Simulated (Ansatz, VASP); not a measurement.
# Two plane-wave programs on H

File INCAR:

```
SYSTEM = H
ALGO     = Normal         ! electronic algorithm
EDIFF    = 1E-6           ! SCF threshold, eV
ENCUT    = 520            ! plane-wave cutoff, eV
GGA      = PE             ! functional
ISIF     = 2              ! what is computed and relaxed
ISMEAR   = 0              ! smearing method
LASPH    = .True.         ! aspherical terms in the spheres
LCHARG   = .False.        ! write CHGCAR
LREAL    = .False.        ! projectors in reciprocal space
LWAVE    = .False.        ! write WAVECAR
NBANDS   = 10             ! bands
NELM     = 60             ! most SCF steps
PREC     = Accurate       ! precision mode
SIGMA    = 0.05           ! smearing width, eV
```

Contents of KPOINTS:

```
k-points
0
Gamma
  9 9 6
  0 0 0
```

File POSCAR:

```
H
1.0
    3.6481239015      0.0000000000      0.0000000000
   -1.8240619507      3.1593679748      0.0000000000
    0.0000000000      0.0000000000      5.2989946275
H
4
Direct
    0.3333333333      0.6666666667      0.1764958800
    0.6666666667      0.3333333333      0.6764958800
    0.6666666667      0.3333333333      0.8235041200
    0.3333333333      0.6666666667      0.3235041200
```

Input for Ansatz:

```yaml
crystal:
  lattice:
    - [3.6481239015, 0.0, 0.0]
    - [-1.8240619507, 3.1593679748, 0.0]
    - [0.0, 0.0, 5.2989946275]
  atoms:
    - { symbol: H, position: [0.3333333333, 0.6666666667, 0.17649588] }
    - { symbol: H, position: [0.6666666667, 0.3333333333, 0.67649588] }
    - { symbol: H, position: [0.6666666667, 0.3333333333, 0.82350412] }
    - { symbol: H, position: [0.3333333333, 0.6666666667, 0.32350412] }
basis:
  ecutwfc: 420
kpoints:
  mp_grid: { grid: [9, 9, 6] }
hamiltonian:
  xc: pbe
scf:
  occupations: { method: gaussian, width: 0.05 }
output:
  forces: true
  stress: true
  eigenvalues: true
```

Change from the starting cell: strain -0.050 along x and y, +0.050 along z, atoms carried along.

Alike in both runs: task single point; functional PBE; k mesh 9 × 9 × 6; occupations gaussian, width 0.05 eV; no spin polarisation.

|  | VASP | Ansatz |
| --- | --- | --- |
| version | VASP 6.6.1 | Ansatz 0.2.0 |
| potentials or method | VASP PAW PBE potentials, release 64 (H) | scalar-relativistic, plane waves, PAW |
| plane-wave cutoff (eV) | 520 | 420 |
| valence electrons in the cell | 4 | 4 |

|  | VASP | Ansatz | Ansatz less VASP |
| --- | --- | --- | --- |
| gap on the k mesh at the Fermi level (eV) | 8.60 | 8.60 | -0.001 |
| least direct gap on the mesh (eV) | 8.63 | 8.63 | -0.002 |
| pressure (GPa) | -1.3 | -1.2 | +0.15 |
| largest component of the traceless stress (GPa) | 2.50 | 2.46 | -0.036 |
| rms of the force components (eV/Å) | 0.521 | 0.517 | -0.0034 |

Atom by atom the forces differ by 0.003 eV/Å (rms over components).

Caveats: an odd mesh through Γ misses points on the zone boundary, where band edges often lie.
